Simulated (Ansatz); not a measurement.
Input and command of a plane-wave DFT calculation in Ansatz:

```yaml
crystal:
  lattice:
    - [20.2, 0.0, 0.0]
    - [0.0, 10.7, 0.0]
    - [0.0, 0.0, 6.2121087908]
  atoms:
    - { symbol: Ge, position: [0.633164456, 0.4323455402, 0.3333333333] }
    - { symbol: Ge, position: [0.7219407601, 0.4323455402, 0.8333333333] }
    - { symbol: Ge, position: [0.455611848, 0.4323455402, 0.3333333333] }
    - { symbol: Ge, position: [0.544388152, 0.4323455402, 0.8333333333] }
    - { symbol: Ge, position: [0.2780592399, 0.4323455402, 0.3333333333] }
    - { symbol: Ge, position: [0.366835544, 0.4323455402, 0.8333333333] }
    - { symbol: Se, position: [0.7219407601, 0.5676544598, 0.1666666667] }
    - { symbol: Se, position: [0.544388152, 0.5676544598, 0.1666666667] }
    - { symbol: Se, position: [0.633164456, 0.5676544598, 0.6666666667] }
    - { symbol: Se, position: [0.366835544, 0.5676544598, 0.1666666667] }
    - { symbol: Se, position: [0.455611848, 0.5676544598, 0.6666666667] }
    - { symbol: Se, position: [0.2780592399, 0.5676544598, 0.6666666667] }
    - { symbol: H, position: [0.7760501953, 0.5148167504, 0.7317494782] }
    - { symbol: H, position: [0.2239498047, 0.5148167504, 0.2317494782] }
    - { symbol: H, position: [0.7735906755, 0.488931941, 0.2636330739] }
    - { symbol: H, position: [0.2264093245, 0.488931941, 0.7636330739] }
basis:
  ecutwfc: 420
kpoints:
  mp_grid: { grid: [1, 1, 6] }
hamiltonian:
  xc: pbesol
scf:
  occupations: { method: gaussian, width: 0.05 }
output:
  forces: true
  stress: true
  eigenvalues: true
  populations: true
  write_density: true
  write_potential: true
  elf: true
  volumetric_format: npy
relax:
  adjacent_minimum: "off"
  f_tol: 0.02
  max_steps: 45
  cell: { fix: [a, b, alpha, beta, gamma], stress_tol: 0.03 }
```

```bash
ansatz run input.yaml --threads 4 --pin off --max-ram 9216MiB --backend cpu --events-out ev --progress --plain --runs-dir out
```

Processor: Intel(R) Xeon(R) Platinum 8488C (Sapphire Rapids), 4 threads, on a host shared with other jobs.

Q: Estimate time, memory and problem size.

A: About 5.4 min on 4 threads of Intel(R) Xeon(R) Platinum 8488C (Sapphire Rapids), on a shared host, peak memory 2.6 GiB. It solves 111 bands at 4 k points (the mesh reduced by the symmetry that the task leaves, which can be less than the crystal's) with about 26305 plane waves (on the last cell), in 108 SCF iterations over 14 ionic steps.
